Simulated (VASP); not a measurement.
Input of a VASP 6.6.1 run:

Contents of INCAR:

```
  PREC = Accurate
  ENCUT = 600
  EDIFF = 1E-7
  ISMEAR = 1
  SIGMA = 0.1
  LREAL = F
  LASPH = T
  NELM = 80
  ALGO = Normal
  ISIF = 3
  LWAVE = F
  LCHARG = F
  GGA = PE
  IBRION = 2
  NSW = 90
  EDIFFG = -0.005
  PSTRESS = 177.0
  KPAR = 2
```

The input KPOINTS:

```
regular mesh
0
Gamma
  12 12 8
```

POSCAR

```
SiNi                                    
1.0
    2.8670066693      0.0000000000      0.0000000000
    0.0000000000      3.2306013382      0.0000000000
    0.0000000000      0.0000000000      4.6298007865
  Si              Ni            
     2     2
Direct
     0.0000000000000000    0.0000000000000000    0.1546438550249481
     0.5000000000000000    0.5000000000000000    0.8453561449750517
     0.0000000000000000    0.0000000000000000    0.6545799305212940
     0.5000000000000000    0.5000000000000000    0.3454200694787062
```

Potentials or basis: VASP PAW PBE potentials, release 64 (Si, Ni).

Command:

```sh
$ cat potpaw_PBE.64/Si/POTCAR potpaw_PBE.64/Ni/POTCAR > POTCAR
$ mpirun -np 2 vasp_std > vasp.out
```

**Question.** What does it give for the relaxed cell?

**Answer.** a = 2.866 Å, b = 3.231 Å, c = 4.631 Å, α = 90.00°, β = 90.00°, γ = 90.00°.

**Question.** What does it give for the relaxed volume?

**Answer.** 10.72 Å³/atom.

Step by step:
| step | energy change (eV) | largest force (eV/Å) | pressure (GPa) | volume (Å³) |
| --- | --- | --- | --- | --- |
| 1 | 0.0000 | 0.0091 | 17.73 | 42.88 |
| 2 | -0.0012 | 0.0032 | 17.68 | 42.89 |

Caveat: the cell is relaxed towards a set pressure, so the enthalpy falls and the energy may rise. Spin polarisation is off, so any magnetic state and its effect on volume and gap are missing.
